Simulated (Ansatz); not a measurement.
**Ionic part of the dielectric constant of SiC at 15 GPa, mode by mode**

The calculation used DFT PBE, scalar-relativistic, plane waves, PAW (Ansatz 0.2.0). Cutoff 420 eV, 12×12×12 k-points (Γ-centred), fixed occupations. No spin polarisation. Phonons by linear response, acoustic sum rule imposed.

It takes space group F-43m (No. 216, cubic). Conventional cell: a = 4.290 Å, b = 4.290 Å, c = 4.290 Å, α = 90.00°, β = 90.00°, γ = 90.00°. Si (site symmetry -43m) has 4 C at 1.86 Å as nearest neighbours. C (site symmetry -43m) is surrounded by 4 Si at 1.86 Å.

The primitive cell has V = 19.73 Å³ and ε∞,xx = 6.845. Each polar mode adds Δε = (4.92064×10⁷/V)·S/ν² along x, with S its oscillator strength in e²/amu, ν in cm⁻¹ and V in Å³.

Problem. From these modes, find each Δε and ε0,xx.
| ν (cm⁻¹) | S_xx (e²/amu) |
| --- | --- |
| 831.3 | 0.8973 |

Solution.
| ν (cm⁻¹) | Δε |
| --- | --- |
| 831.3 | 3.24 |

The sum is 3.238, so ε0,xx = 10.08; the run's tensor has 10.08.

Problem. Where do the longitudinal modes lie for a wave vector along x?

Solution. At 1009 cm⁻¹. The Lyddane–Sachs–Teller product Π(ν_LO/ν_TO)² = 1.47 matches ε0/ε∞ = 1.47.

Cost: 1 run of about 0.39 core-minutes, on Intel Xeon Platinum 8488C (Sapphire Rapids) (shared hosts).

The lattice adds 3.24 to an electronic permittivity of 6.845, so electronic polarisation supplies most of the static response even though the bond is clearly polar. Carbon's greater electronegativity gives the optic mode a sizeable dynamical charge, but the short, stiff sp³ bonds limit how far the two sublattices move apart in a static field. The light carbon atom helps raise the phonon frequency, yet it doesn't reduce the ionic permittivity: the masses cancel between oscillator strength and squared frequency, leaving only the effective charge, the restoring force and the cell volume.

The same polarity lifts the longitudinal mode to 1009 cm⁻¹, through the macroscopic field that accompanies its displacement. With a single polar mode in a cubic crystal, the Lyddane–Sachs–Teller agreement follows from the shared charges and electronic screening, so it confirms internal consistency rather than accuracy. PBE's tendency to underestimate band gaps probably makes the electronic part somewhat too large. One pressure alone can't show whether compression strengthens or weakens the ionic share.
